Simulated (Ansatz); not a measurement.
Relax this structure to zero stress and force, keeping its symmetry:

```
CELL_PARAMETERS angstrom
2.08215 -2.08794 0.00000
2.08215 2.08794 0.00000
0.00000 0.00000 5.15126
ATOMIC_POSITIONS crystal
Cu 0.00000 0.50000 0.00000
Cu 0.50000 0.00000 0.50000
O 0.50000 0.50000 0.25000
O 0.50000 0.50000 0.75000
```

Level of theory: Ansatz 0.2.0, DFT PBE+D3(BJ), scalar-relativistic, plane waves, PAW.

Plane waves to 420 eV, a k mesh through Γ of 14×14×8 on the computed 4-atom cell and Gaussian smearing (0.10 eV); no spin polarisation.

What does it relax to?

The volume goes down by 0.30 Å³/atom to 10.90 Å³/atom, and the energy falls by 3.6 meV/atom. Final structure:
```xyz
4
Lattice="2.0576 -2.0588 0.0000 2.0576 2.0588 0.0000 0.0000 0.0000 5.1439" Properties=species:S:1:pos:R:3 pbc="T T T"
Cu    1.0288    1.0294    0.0000
Cu    1.0288   -1.0294    2.5720
O     2.0576    0.0000    1.2860
O     2.0576    0.0000    3.8579
```

Course of the relaxation (steps run on the plane waves of an earlier cell, and the basis is chosen afresh near the end, so energy and pressure can step there; trial steps that raised the energy were taken back; energies are free energies):

| step | E − E_final (meV/atom) | P (GPa) | V (Å³/atom) |
| --- | --- | --- | --- |
| 1 | 3.6 | -3.70 | 11.20 |
| 2 | 0.4 | -1.91 | 11.05 |
| 3 | -1.0 | 0.04 | 10.90 |
| 4 | -1.0 | 0.00 | 10.91 |
| 5 | 0.0 | -0.15 | 10.91 |
| 6 | -0.1 | 0.00 | 10.90 |
| 7 | 0.0 | -0.01 | 10.90 |

Spin polarisation was left out, and a magnetic state may lie lower.

Cost: 1 run of about 2.4 core-minutes, on Arm Neoverse V1 (shared hosts).